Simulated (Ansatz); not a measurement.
Crystal: MnS.

```
Mn S
1.0
     0.00000    2.60450    2.60450
     2.60450    0.00000    2.60450
     2.60450    2.60450    0.00000
Mn S
1 1
Direct
  0.00000 0.00000 0.00000
  0.50000 0.50000 0.50000
```

```yaml
Program: Ansatz 0.2.0
Task: relaxation of cell and atoms
Functional: PBEsol
Dispersion: D3(BJ)
Potentials_or_basis: Ansatz PAW
Cutoff: "420 eV (not typed: the program's choice for these potentials)"
k_mesh: 9 × 9 × 9
Occupations: fermi-dirac, width 0.05 eV
Spin: collinear spin, ferromagnetic start
Starting_moments: "[4.0, 0.0] μB"
```

At the start: volume 17.67 Å³/atom.

**Question.** How do energy, volume and symmetry change on relaxing?

**Answer.** It ends after 12 steps and the volume is 15.76 Å³/atom (-10.8 %); space group Fm-3m (No. 225, to 0.05 Å); moment 4.28 μB per cell.

The path:
```csv
step,energy change (eV),largest force (eV/Å),volume (Å³)
1,0.0000,0.0000,35.33
2,-0.1703,0.0000,31.32
3,-0.1796,0.0000,32.17
4,-0.1887,0.0000,31.97
5,-0.1943,0.0000,31.85
6,-0.2036,0.0000,31.46
7,-0.2046,0.0000,31.58
8,-0.2052,0.0000,31.55
9,-0.2053,0.0000,31.52
10,-0.2053,0.0000,31.53
11,-0.2053,0.0000,31.53
12,-0.2046,0.0000,31.53
```

Final structure:
```yaml
crystal:
  lattice:
    - [0.00000, 2.50736, 2.50736]
    - [2.50736, 0.00000, 2.50736]
    - [2.50736, 2.50736, 0.00000]
  atoms:
    - { symbol: Mn, position: [0.00000, 0.00000, 0.00000] }
    - { symbol: S, position: [0.50000, 0.50000, 0.50000] }
```

Caveat: the plane-wave basis is chosen anew once the cell has moved, so the energies of steps on either side of that aren't comparable; the volume moved by -11 % from the deposited cell, more than functionals usually miss; a cell with one magnetic atom can't hold antiferromagnetic order, which such compounds often take; the PAW data sets come from PBE, with cores solved anew for the run's functional, which leaves a small shift of forces and pressure.
